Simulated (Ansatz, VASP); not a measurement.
One calculation of Zr, two programs

INCAR

```
PREC     = Accurate       # precision mode
ENCUT    = 520            # plane-wave cutoff, eV
EDIFF    = 1E-7           # SCF threshold, eV
ISMEAR   = 0              # smearing method
SIGMA    = 0.1            # smearing width, eV
LREAL    = F              # projectors in reciprocal space
LASPH    = T              # aspherical terms in the spheres
NELM     = 100            # most SCF steps
ALGO     = Normal         # electronic algorithm
ISIF     = 2              # what is computed and relaxed
LWAVE    = F              # write WAVECAR
LCHARG   = T              # write CHGCAR
GGA      = PE             # functional
LELF     = T              # ELF
LVHAR    = T            
NBANDS   = 19             # bands
```

KPOINTS

```
Automatic mesh
0
Gamma
  6 6 4
```

POSCAR

```
Zr
1.0
    3.2320000000      0.0000000000      0.0000000000
   -1.6160000000      2.7989941050      0.0000000000
    0.0000000000      0.0000000000      5.1470000000
Zr
2
Direct
    0.3333333333      0.6666666667      0.2500000000
    0.6666666667      0.3333333333      0.7500000000
```

Input for Ansatz:

```yaml
crystal:
  lattice:
    - [3.232, 0.0, 0.0]
    - [-1.616, 2.798994105, 0.0]
    - [0.0, 0.0, 5.147]
  atoms:
    - { symbol: Zr, position: [0.3333333333, 0.6666666667, 0.25] }
    - { symbol: Zr, position: [0.6666666667, 0.3333333333, 0.75] }
basis:
  ecutwfc: 420
kpoints:
  mp_grid: { grid: [6, 6, 4] }
hamiltonian:
  xc: pbe
scf:
  occupations: { method: gaussian, width: 0.1 }
output:
  forces: true
  stress: true
  eigenvalues: true
```

Alike in both runs: task single point; functional PBE; k mesh 6 × 6 × 4; occupations gaussian, width 0.1 eV; no spin polarisation.

|  | VASP | Ansatz |
| --- | --- | --- |
| version | VASP 6.6.1 | Ansatz 0.2.0 |
| potentials or method | VASP PAW PBE potentials, release 64 (Zr_sv) | scalar-relativistic, plane waves, PAW |
| plane-wave cutoff (eV) | 520 | 420 |
| valence electrons in the cell | 24 | 24 |

Ansatz gave:

```
gap on the k mesh at the Fermi level (eV)       : none
pressure (GPa)                                  : 0.2
largest component of the traceless stress (GPa) : 0.54
```

Task: Which values does VASP return?

Result: gap on the k mesh at the Fermi level (eV): none; pressure (GPa): 0.3; largest component of the traceless stress (GPa): 0.54.

A gap of «none» marks a metal or a gap that the smearing closes. With one functional, cell and mesh, what is left measures potentials, basis and numerics.

Caveats: the k mesh is coarse (spacing up to 0.37 Å⁻¹), so the values aren't converged.
